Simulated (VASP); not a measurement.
Method: r2SCAN+rVV10, VASP's PBE PAW potentials (set 64) (plane waves; VASP).

VASP ran on this input.

KPOINTS:
```
Automatic mesh
0
Gamma
6 6 6
0 0 0
```

### POSCAR
```
BaF2
1
    0.0000000000     3.1305132354     3.1305132354
    3.1305132354     0.0000000000     3.1305132354
    3.1305132354     3.1305132354     0.0000000000
Ba F
1 2
Direct
  0.0000000000   0.0000000000   0.0000000000
  0.2500000000   0.2500000000   0.2500000000
  0.7500000000   0.7500000000   0.7500000000
```

**INCAR**
```
# general
SYSTEM    =  BaF2
PREC      =  Accurate
ENCUT     =  520
LREAL     =  .FALSE.
LASPH     =  .TRUE.

# electronic loop
EDIFF     =  1E-7
NELM      =  100
ALGO      =  Normal
LMAXMIX   =  4
LMIXTAU   =  .TRUE.

# smearing
ISMEAR    =  0
SIGMA     =  0.05

# functional
METAGGA   =  R2SCAN
LUSE_VDW  =  .TRUE.
BPARAM    =  11.95
CPARAM    =  0.0093

# ions
ISIF      =  2

# output
LWAVE     =  .FALSE.
LCHARG    =  .FALSE.
```

POTCAR, in this order: Ba_sv F (PBE.64 set). Program: vasp_std.

Output of the run:

File OSZICAR:
```
       N       E                     dE             d eps       ncg     rms          rms(c)
DAV:   1     0.127563786946E+03    0.12756E+03   -0.13309E+04   512   0.142E+03
DAV:   2    -0.470567142661E+02   -0.17462E+03   -0.17326E+03   672   0.296E+02
DAV:   3    -0.533798237964E+02   -0.63231E+01   -0.63155E+01   688   0.652E+01
DAV:   4    -0.534510707930E+02   -0.71247E-01   -0.71234E-01   648   0.617E+00
DAV:   5    -0.534535360221E+02   -0.24652E-02   -0.24652E-02   720   0.733E-01    0.771E+00
DAV:   6    -0.454363171031E+02    0.80172E+01   -0.42035E+00   696   0.177E+01    0.340E+00
DAV:   7    -0.438095924497E+02    0.16267E+01   -0.16273E+00   528   0.136E+01    0.211E+00
DAV:   8    -0.475226288560E+02   -0.37130E+01   -0.10968E+00   528   0.124E+01    0.846E-01
DAV:   9    -0.438753797953E+02    0.36472E+01   -0.57377E-01   512   0.660E+00    0.992E-01
DAV:  10    -0.442604418746E+02   -0.38506E+00   -0.35212E-01   512   0.547E+00    0.257E-01
DAV:  11    -0.441668162676E+02    0.93626E-01   -0.32156E-02   512   0.179E+00    0.206E-01
DAV:  12    -0.443008472843E+02   -0.13403E+00   -0.70198E-02   512   0.282E+00    0.140E-01
DAV:  13    -0.443036099618E+02   -0.27627E-02   -0.19573E-03   640   0.489E-01    0.646E-02
DAV:  14    -0.443041092659E+02   -0.49930E-03   -0.10343E-03   616   0.285E-01    0.332E-02
DAV:  15    -0.443043929435E+02   -0.28368E-03   -0.21456E-04   560   0.173E-01    0.107E-02
DAV:  16    -0.443043095149E+02    0.83429E-04   -0.23629E-05   544   0.729E-02    0.601E-03
DAV:  17    -0.443045866413E+02   -0.27713E-03   -0.82871E-05   512   0.101E-01    0.785E-03
DAV:  18    -0.443045920785E+02   -0.54372E-05   -0.35802E-06   680   0.220E-02    0.422E-03
DAV:  19    -0.443045915798E+02    0.49871E-06   -0.14236E-06   520   0.139E-02    0.178E-03
DAV:  20    -0.443045949386E+02   -0.33588E-05   -0.15733E-06   520   0.169E-02    0.161E-03
DAV:  21    -0.443045949599E+02   -0.21284E-07   -0.68598E-08   528   0.222E-03
   1 F= -.44304595E+02 E0= -.44304595E+02  d E =-.619091E-11
```

### OUTCAR
```
------------------------ aborting loop because EDIFF is reached ----------------------------------------
  FORCE on cell =-STRESS in cart. coord.  units (eV):
  Direction    XX          YY          ZZ          XY          YZ          ZX
  --------------------------------------------------------------------------------------
  Total       -0.6524457     -0.6524457     -0.6524457     -0.0000000      0.0000000      0.0000000
  in kB      -17.0364200    -17.0364200    -17.0364200     -0.0000000      0.0000000      0.0000000
  external PRESSURE =     -17.0364200 kB  Pullay stress =       0.0000000 kB
  volume of cell :       61.36
      direct lattice vectors                 reciprocal lattice vectors
     0.000000000  3.130513235  3.130513235    -0.159718219  0.159718219  0.159718219
     3.130513235  0.000000000  3.130513235     0.159718219 -0.159718219  0.159718219
     3.130513235  3.130513235  0.000000000     0.159718219  0.159718219 -0.159718219
 POSITION                                       TOTAL-FORCE (eV/Angst)
 -----------------------------------------------------------------------------------
      0.00000      0.00000      0.00000        -0.000000     -0.000000      0.000000
      1.56526      1.56526      1.56526         0.000000      0.000000     -0.000000
      4.69577      4.69577      4.69577        -0.000000     -0.000000      0.000000
 -----------------------------------------------------------------------------------
    total drift:                                0.000000      0.000000      0.000000
  FREE ENERGIE OF THE ION-ELECTRON SYSTEM (eV)
  ---------------------------------------------------
  free  energy   TOTEN  =       -44.3045949599 eV

  energy  without entropy=      -44.3045949599  energy(sigma->0) =      -44.30459496
```
(Selected blocks of OUTCAR.)

The compound is BaF2 in the fluorite structure. This cell is one point of a volume scan, at 1.03 of the reference volume.
